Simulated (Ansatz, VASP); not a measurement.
# Cross-check of HC60N3 between VASP and Ansatz, part 2 of 2

Aim: how closely do two programs agree when they are given the same cell, functional and k mesh? The cell is taken from a series of runs on this material, whose earlier steps may have relaxed, scaled, displaced or heated it; both programs get it as it stands.

VASP 6.6.1 and Ansatz 0.2.0.

So far. Step 2 (VASP: single point, HSE06): The run ends at a pressure of -8.05 GPa, with forces up to 4.5 eV/Å.

## Step 3: Ansatz: single point, HSE06

Level of this step: Ansatz beside VASP: Kohn-Sham DFT, plane waves, HSE06 (Ansatz).

Ansatz runs on its default PAW (the set named soft_2) files.

The same cell, functional, mesh and smearing now go to Ansatz.

input.yaml reads:

```yaml
crystal:
  lattice:
    - [7.14316351, 0.0, 0.0]
    - [0.0, 7.14316351, 0.0]
    - [0.0, 0.0, 7.14316351]
  atoms:
    - { symbol: C, position: [-0.001560951, -0.001810493, 0.250277258] }
    - { symbol: C, position: [-0.001572775, 0.249638342, -0.001452247] }
    - { symbol: C, position: [0.249886098, -0.001824407, -0.001451234] }
    - { symbol: "N", position: [0.237428513, 0.237177615, 0.23723082] }
    - { symbol: C, position: [0.12583738, 0.125586583, 0.369091075] }
    - { symbol: C, position: [0.125275668, 0.3689811, 0.125322795] }
    - { symbol: C, position: [0.369232078, 0.125021935, 0.125322865] }
    - { symbol: C, position: [0.000413145, 0.000161681, 0.749443915] }
    - { symbol: C, position: [0.002933131, 0.252292973, 0.497311882] }
    - { symbol: C, position: [0.252544505, 0.002681623, 0.497311879] }
    - { symbol: C, position: [0.252543982, 0.25229248, 0.746925465] }
    - { symbol: C, position: [0.125267161, 0.125017133, 0.872951819] }
    - { symbol: C, position: [0.125833187, 0.380512087, 0.624022329] }
    - { symbol: C, position: [0.380764061, 0.1255831, 0.624021733] }
    - { symbol: C, position: [0.374869819, 0.37461837, 0.874932941] }
    - { symbol: C, position: [0.002416187, 0.497061213, 0.252545337] }
    - { symbol: C, position: [-0.000124271, 0.748948684, 0.00065779] }
    - { symbol: C, position: [0.251017777, 0.498017985, 0.001537799] }
    - { symbol: C, position: [0.251016653, 0.748069651, 0.251587887] }
    - { symbol: C, position: [0.125273908, 0.624282998, 0.380624508] }
    - { symbol: C, position: [0.124339431, 0.873270482, 0.125596429] }
    - { symbol: C, position: [0.376467589, 0.625591798, 0.124014361] }
    - { symbol: C, position: [0.374869559, 0.874671887, 0.374987273] }
    - { symbol: C, position: [-0.001559771, 0.499328235, 0.751417168] }
    - { symbol: C, position: [-0.001573701, 0.751057942, 0.499966471] }
    - { symbol: "N", position: [0.237422817, 0.512366125, 0.512426514] }
    - { symbol: C, position: [0.249886408, 0.751054885, 0.751428653] }
    - { symbol: C, position: [0.124339735, 0.624009687, 0.876336689] }
    - { symbol: C, position: [0.125267015, 0.876653601, 0.62458735] }
    - { symbol: C, position: [0.369228848, 0.624280582, 0.624580498] }
    - { symbol: C, position: [0.374778409, 0.874591648, 0.875011513] }
    - { symbol: C, position: [0.497313257, 0.002165532, 0.252546402] }
    - { symbol: C, position: [0.498268078, 0.250765974, 0.001538763] }
    - { symbol: C, position: [0.749200201, -0.000374162, 0.000657159] }
    - { symbol: C, position: [0.748321198, 0.250765264, 0.251588802] }
    - { symbol: C, position: [0.624533662, 0.125023479, 0.380626631] }
    - { symbol: C, position: [0.625838803, 0.376216275, 0.124017884] }
    - { symbol: C, position: [0.873522699, 0.124090315, 0.125594553] }
    - { symbol: C, position: [0.874922729, 0.374618321, 0.374987536] }
    - { symbol: C, position: [0.499578246, -0.001809486, 0.751416217] }
    - { symbol: "N", position: [0.512615342, 0.237176987, 0.512426045] }
    - { symbol: C, position: [0.751306241, -0.00182609, 0.499967501] }
    - { symbol: C, position: [0.751306908, 0.249634222, 0.751428915] }
    - { symbol: C, position: [0.624260764, 0.124088799, 0.876336648] }
    - { symbol: C, position: [0.624534095, 0.368977974, 0.624583334] }
    - { symbol: C, position: [0.876905135, 0.125014771, 0.624587158] }
    - { symbol: C, position: [0.87484002, 0.374529678, 0.875012859] }
    - { symbol: C, position: [0.509174779, 0.508926804, 0.240679597] }
    - { symbol: C, position: [0.498747609, 0.750640255, -0.001035162] }
    - { symbol: C, position: [0.750886253, 0.498497046, -0.001031812] }
    - { symbol: C, position: [0.750882939, 0.750631544, 0.251103114] }
    - { symbol: C, position: [0.625837813, 0.625586828, 0.373388446] }
    - { symbol: C, position: [0.624232879, 0.87591766, 0.125621514] }
    - { symbol: C, position: [0.876167324, 0.62398053, 0.125622076] }
    - { symbol: C, position: [0.874838389, 0.874588882, 0.375072047] }
    - { symbol: C, position: [0.497311985, 0.497059503, 0.74743796] }
    - { symbol: C, position: [0.498267969, 0.748068584, 0.498840465] }
    - { symbol: C, position: [0.748321147, 0.498017136, 0.498841186] }
    - { symbol: C, position: [0.749200725, 0.748948619, 0.749979405] }
    - { symbol: C, position: [0.624233077, 0.623983113, 0.873685636] }
    - { symbol: C, position: [0.624261342, 0.873270301, 0.625517777] }
    - { symbol: C, position: [0.873523354, 0.624012105, 0.625516016] }
    - { symbol: C, position: [0.874674597, 0.874423687, 0.87518193] }
    - { symbol: H, position: [0.404535287, 0.404300388, 0.345296209] }
basis:
  ecutwfc: 420
  xc_grid: 2
hamiltonian:
  xc: hse06
kpoints:
  mp_grid: { grid: [1, 1, 1] }
scf:
  occupations: { method: fermi_dirac, width: 0.01 }
  max_iter: 120
output:
  forces: true
checkpoint:
  read: "../relax.run"
```

Command:

```bash
> ansatz run input.yaml --threads 4 --pin off --max-ram 7536MiB --backend cpu --events-out ev --progress --plain --runs-dir out
```

The log of the run:

```text
Warning: the atoms were moved onto the symmetric positions of the space group found under crystal.symmetry.tolerance 1.0e-5 (fractional; no operation is sought that the atoms, as they stand in a round, miss by more than twice it, and no atom is moved by as much as it), and the run uses the moved positions. Before a round's move an operation carried an atom to 8.18e-5 Å from where it should land, the largest such dist [...]
[...]
Frozen-core exchange: fock
SCF iter   1: F=—  HF=-16210.993483 eV  |F-HF|=—  |Δ(HF+E_count)|=         —  Δρ=1.03e-2  dr2=1.77e-1  ethr=3.92e-7  ⟨swp⟩=11.0  Hψ=1186  notcnv=0
preconditioner: auto → none  [insulator: Δε(μ)=5.066 eV  Ē_g=19.506 eV  σ=0.010 eV  W_gap=1.00  n_scr=92 (ndim 8)  ℏωp=31.1 eV  f_vac=0.000  D(μ)=0.00/eV (n_scr^D=0)]
SCF iter   2: F=—  HF=-16210.914999 eV  |F-HF|=—  |Δ(HF+E_count)|=   7.85e-2  Δρ=2.49e-3  dr2=1.33e-2  ethr=3.92e-7  ⟨swp⟩=5.0  Hψ=762  notcnv=0
SCF iter   3: F=—  HF=-16210.984442 eV  |F-HF|=—  |Δ(HF+E_count)|=   6.94e-2  Δρ=1.14e-3  dr2=3.87e-3  ethr=3.92e-7  ⟨swp⟩=5.0  Hψ=730  notcnv=0
SCF iter   4: F=—  HF=-16210.983765 eV  |F-HF|=—  |Δ(HF+E_count)|=   6.77e-4  Δρ=3.72e-4  dr2=1.51e-3  ethr=3.92e-7  ⟨swp⟩=4.0  Hψ=577  notcnv=0
SCF iter   5: F=—  HF=-16210.983379 eV  |F-HF|=—  |Δ(HF+E_count)|=   3.86e-4  Δρ=1.61e-4  dr2=1.00e-4  ethr=3.92e-7  ⟨swp⟩=3.0  Hψ=441  notcnv=0
SCF iter   6: F=—  HF=-16210.984252 eV  |F-HF|=—  |Δ(HF+E_count)|=   8.73e-4  Δρ=1.38e-4  dr2=5.64e-5  ethr=1.34e-8  ⟨swp⟩=5.0  Hψ=600  notcnv=0
SCF iter   7: F=-16210.984232 eV  HF=-16210.984234 eV  |F-HF|=2.18e-6  |Δ(HF+E_count)|=   1.80e-5  Δρ=2.68e-5  dr2=2.69e-6  ethr=1.34e-8  ⟨swp⟩=3.0  Hψ=392  notcnv=0
SCF 2 stopped early in 7 iterations: F = -16210.984232 eV  dr2 = 2.69e-6
  Residual-converged pass: ⟨swp⟩=4.0  Hψ=448  notcnv=0  max |occ|·‖R‖ = 5.3e-6 eV (tolerance 6.7e-6 eV)  dr2=2.72e-6  dr2_onsite=3.87e-8  max |Δocc| = 0.0e0
  greatest PAW one-centre occupation: 0.779 electrons in one spin orbital (limit 2), on the N atom at site 40 (counted from 0), in its partial waves of l = 0
hybrid outer 1: dexx = +7.691e-2 eV, tail = 3.69e-5 eV
Exchange kernel: α = 0.2500, screened, ω = 0.2079 Å⁻¹, Wigner–Seitz truncation, v(0) = 704.2316 eV·Å³, q-mesh 1×1×1, nearest image of the exchange supercell L = 7.14 Å, pair-density grid 45×45×45, without the augmentation charges, whose exchange is taken in its separable form (the finest that the files' search goes to)
Frozen-core exchange: fock
SCF iter   1: F=—  HF=-16210.983250 eV  |F-HF|=—  |Δ(HF+E_count)|=         —  Δρ=2.34e-5  dr2=1.13e-6  ethr=7.20e-8  ⟨swp⟩=7.0  Hψ=560  notcnv=0
preconditioner: auto → none  [insulator: Δε(μ)=5.092 eV  Ē_g=19.520 eV  σ=0.010 eV  W_gap=1.00  n_scr=92 (ndim 8)  ℏωp=31.1 eV  f_vac=0.000  D(μ)=0.00/eV (n_scr^D=0)]
SCF iter   2: F=—  HF=-16210.983250 eV  |F-HF|=—  |Δ(HF+E_count)|=   1.54e-7  Δρ=8.49e-6  dr2=1.48e-7  ethr=3.58e-10  ⟨swp⟩=3.0  Hψ=445  notcnv=0
SCF iter   3: F=—  HF=-16210.983250 eV  |F-HF|=—  |Δ(HF+E_count)|=   5.59e-7  Δρ=6.28e-6  dr2=6.43e-8  ethr=3.67e-11  ⟨swp⟩=6.0  Hψ=601  notcnv=0
SCF iter   4: F=-16210.983250 eV  HF=-16210.983250 eV  |F-HF|=5.53e-10  |Δ(HF+E_count)|=   1.39e-8  Δρ=1.89e-6  dr2=4.40e-9  ethr=2.44e-11  ⟨swp⟩=3.0  Hψ=354  notcnv=0
SCF 3 converged in 4 iterations: F = -16210.983250 eV  dr2 = 4.40e-9
  Residual-converged pass: ⟨swp⟩=3.0  Hψ=332  notcnv=0  max |occ|·‖R‖ = 2.1e-6 eV (tolerance 2.5e-6 eV)  dr2=4.41e-9  dr2_onsite=2.70e-10  max |Δocc| = 0.0e0
hybrid outer 2: dexx = +6.565e-7 eV, tail = 1.13e-8 eV, Δε = 7.81e-4 eV (about 1.50e-5 eV left of the loop's levels), ΔF = 1.91e-3 eV/Å (tail 1.49e-4)
hybrid SCF converged: 2 outer / 11 inner (+4 warm-up), last move |dexx| = 6.56e-7 eV, tail = 1.13e-8 eV
Stability not checked: this state was not tested for a lower state beside it, because the functional holds exact exchange (a hybrid, or Hartree-Fock), whose exchange loop this test does not read (fock_operator; see scf.lower_state_search)
Free energy (F): -16210.983250 eV
Frozen-core exchange: fock
Harris-Foulkes:  -16210.983250 eV  (|F-HF|=5.53e-10)
Internal energy: -16210.983250 eV  (E = F + TS)
E sigma→0 (E₀):  -16210.983250 eV
Fermi energy:    15.222998 eV
--- Per-component energies (eV) ---
  E_band       = 650.506664
  E_kinetic    = 5941.906820
  E_local      = -4257.039270  (includes V_loc(G=0)·N_el)
  E_nonlocal   = 1697.620591
  E_hartree    = 980.240832
  E_xc         = -2515.854718
  E_vxc        = -3095.918489  (∫ρ·V_xc dr)
  E_exx        = -591.347053  (= α·E_x^exact, valence–valence)
  E_paw        = -6335.638958  (= ΣΔE_a)
  E_vpaw       = -413.851430  (= ΣTr[D̂ρ^β])
  E_aug_tail   = -0.000164  (compensation charges beyond the density's cutoff)
  E_ewald      = -11129.771796
  E_core_change = -1.099535  (= ΣΔE_core)
  E_smearing   = -0.000000  (= −TS)
  E_closure    = 0.000000  (closes the sum)
  Σ components = -16210.983250   (vs F -16210.983250, Δ=0.00e0)
--- Forces (eV/Å), atoms counted from 1 ---
  atom   1  C      0.00826689     0.00837063     0.01197056
  atom   2  C      0.00534753    -0.00894464     0.01411043
  atom   3  C     -0.00871434     0.00555322     0.01385678
  atom   4  N     -0.06171258    -0.06261500     0.05169866
  atom   5  C     -0.07219982    -0.07220161     0.01248874
  atom   6  C     -0.02046336     0.05199261    -0.03697815
  atom   7  C      0.05197115    -0.01996466    -0.03691372
  atom   8  C     -0.00432448    -0.00412534     0.00412534
  atom   9  C      0.00926918     0.00112937    -0.00112937
  atom  10  C      0.00119014     0.00969015    -0.00120852
  atom  11  C      0.00119014     0.00120852    -0.00969015
  atom  12  C     -0.00248863    -0.00252559    -0.00586869
  atom  13  C     -0.07219982    -0.01248874     0.07220161
  atom  14  C     -0.01268430    -0.07177197     0.07177197
  atom  15  C      0.00307564     0.00299685     0.02047522
  atom  16  C     -0.00758525    -0.00940232     0.00940232
  atom  17  C      0.00305562    -0.00144659     0.00144659
  atom  18  C      0.02203322    -0.00152215     0.00407232
  atom  19  C      0.02203322    -0.00407232     0.00152215
  atom  20  C     -0.02046336     0.03697815    -0.05199261
  atom  21  C     -0.00665227    -0.00416635     0.00937009
  atom  22  C      0.11723150    -0.05546076     0.05546076
  atom  23  C      0.00307564    -0.02047522    -0.00299685
  atom  24  C      0.00826689    -0.01197056    -0.00837063
[...]
atom  57  C     -0.00163993    -0.00412871    -0.02203078
  atom  58  C     -0.00472035    -0.00166047    -0.02234125
  atom  59  C     -0.00151890    -0.00134550    -0.00296344
  atom  60  C      0.00094326     0.00101025     0.01202777
  atom  61  C     -0.00957435    -0.00423306     0.00638854
  atom  62  C     -0.00459126    -0.00977393     0.00665965
  atom  63  C     -0.00285545    -0.00296459     0.00296459
  atom  64  H      2.59119365     2.59038649    -2.59038649
  max |Σ_I F_I| component: 1.12e-4 eV/Å
--- Band table (eV) ---
  k-point 0: bands = ["-11.4065", "-9.7060", "-9.7059", "-9.1660", "-8.7021", "-8.7021", "-8.4197", "-7.4424", "-7.4424", "-6.7816", "-6.3829", "-6.3829", "-6.3558", "-6.3271", "-6.3271", "-6.2277", "-6.1577", "-6.1577", "-5.7809", "-5.1798", "-5.1641", "-5.1641", "-4.7184", "-2.4243", "-2.4243", "-2.2555", "-2.2120", "-2.2120", "-2.1630", "-1.8518", "-1.8518", "-1.6146", "-1.4430", "-1.3038", "-1.3038", "-1.1739", " [...]
  guard bands above this table: 63 of the run's 192 bands. The solve was not asked for them (output.publish_guard_bands: true or output.eigenvalues: true publishes all)
```

## Step 4: Side by side

Known differences besides the potentials themselves: exact exchange at q = 0 is treated differently, which shows on coarse meshes; VASP keeps PBE cores, Ansatz makes them for the functional; the cutoff is 420 eV in Ansatz and 520 eV in VASP (PREC = Accurate, projectors in real space); VASP takes a coarser grid for exact exchange (PRECFOCK = Fast). Total energies have different zeros and are not compared.

Both answers:

```tsv
quantity	Ansatz	VASP	difference
gap on the k mesh (eV)	5.092	5.139	-0.047
```

Forces on 8 of the 64 atoms, those with the largest forces and the largest differences (eV/Å; atoms numbered as in POSCAR):

```tsv
atom	Ansatz x, y, z	VASP x, y, z
C4	-0.072, -0.072, 0.012	-0.077, -0.081, 0.041
C12	-0.072, -0.012, 0.072	-0.081, -0.045, 0.073
C13	-0.013, -0.072, 0.072	-0.045, -0.079, 0.072
C21	0.117, -0.055, 0.055	0.106, -0.062, 0.053
C35	-0.055, 0.117, 0.055	-0.063, 0.105, 0.055
C45	-2.481, -2.481, 2.481	-2.488, -2.491, 2.487
C49	-0.055, -0.055, -0.117	-0.060, -0.056, -0.098
H64	2.591, 2.590, -2.590	2.571, 2.571, -2.569
```

The forces differ by 9.1 meV/Å r.m.s., which is 2.0 % of the r.m.s. force of 0.449 eV/Å (both taken over all components). A gap on the mesh is an upper bound, since the band edges may lie between its points.

## Step 5: What came out

```json
{
  "r.m.s. force difference (single point, HSE06)": "2.0 % of the r.m.s. force",
  "difference in gap on the k mesh (single point, HSE06)": "-0.047 eV"
}
```

What this shows: The r.m.s. force difference is 2.0 % of the r.m.s. force (single point, HSE06), within the 3 % picked in this series as the mark of a large difference. Such differences can come from data sets, numerical settings and the points named under the comparisons, not from the functional's error against experiment.

[Lines on the potential files, build, host, timing and source positions are cut from VASP's logs without a mark.]

[Logs are printed without paths, hosts, clocks, repeated set-up lines and the standing remarks that a program may print on its own settings, such as how far it seeks lower states.]

[Hosts, paths, dates, database ids (printed as entryN), source tags and the programs' standing remarks are cut or masked in the printed files.]
